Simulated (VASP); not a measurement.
Crystal: NiGe.

```
Ge Ni
1.0
     5.38100    0.00000    0.00000
     0.00000    3.42800    0.00000
     0.00000    0.00000    5.81100
Ge Ni
4 4
Cartesian
  1.6789 2.5710 5.3287
  3.7021 0.8570 0.4823
  1.0116 0.8570 2.4232
  4.3694 2.5710 3.3878
  2.6636 2.5710 1.8014
  2.7174 0.8570 4.0096
  0.0269 0.8570 4.7069
  5.3541 2.5710 1.1041
```

* Program: VASP 6.6.1
* Task: single point
* Functional: PBE
* Potentials or basis: VASP PAW PBE potentials, release 64 (Ge_d, Ni)
* Cutoff: 520 eV
* k mesh: 5 × 8 × 5
* Occupations: fermi-dirac, width 0.05 eV
* Spin: collinear spin, ferromagnetic start
* Starting moments: [0.0, 0.0, 0.0, 0.0, 1.0, 1.0, 1.0, 1.0] μB

On this cell: pressure 3.8 GPa; largest force 0.163 eV/Å; net moment 0.00 μB per cell; band gap on the k mesh none (metal or under the smearing width).

The same run follows on a disturbed copy (atoms moved at random, drawn with an rms of 0.05 Å):

```xyz
8
Lattice="5.3810 0.0000 0.0000 0.0000 3.4280 0.0000 0.0000 0.0000 5.8110" Properties=species:S:1:pos:R:3 pbc="T T T"
Ge    1.6611    2.5533    5.3212
Ge    3.7381    0.9041    0.4538
Ge    0.9981    0.9020    2.4221
Ge    4.3713    2.5952    3.3911
Ni    2.6395    2.6177    1.7592
Ni    2.7200    0.8273    4.0049
Ni    0.0127    0.8450    4.7395
Ni    5.3623    2.5910    1.1367
```

Q: What does the disturbed cell give?

A: The energy (extrapolated to zero smearing) moves by +7.5 meV/atom; pressure 4.2 GPa; largest force 0.864 eV/Å; net moment 0.00 μB per cell; band gap on the k mesh none (metal or under the smearing width).

Forces in eV/Å, atoms in the order of the input:
```
Ge   0.073  0.058 -0.143
Ge  -0.570 -0.127  0.637
Ge   0.299 -0.165  0.013
Ge  -0.284 -0.235  0.018
Ni   0.236 -0.064  0.261
Ni  -0.038  0.248 -0.087
Ni   0.483  0.159 -0.435
Ni  -0.199  0.126 -0.265
```

Stress tensor (GPa, compression positive):
```
 3.49 -0.11 -0.77
-0.11  4.27  0.12
-0.77  0.12  4.91
```
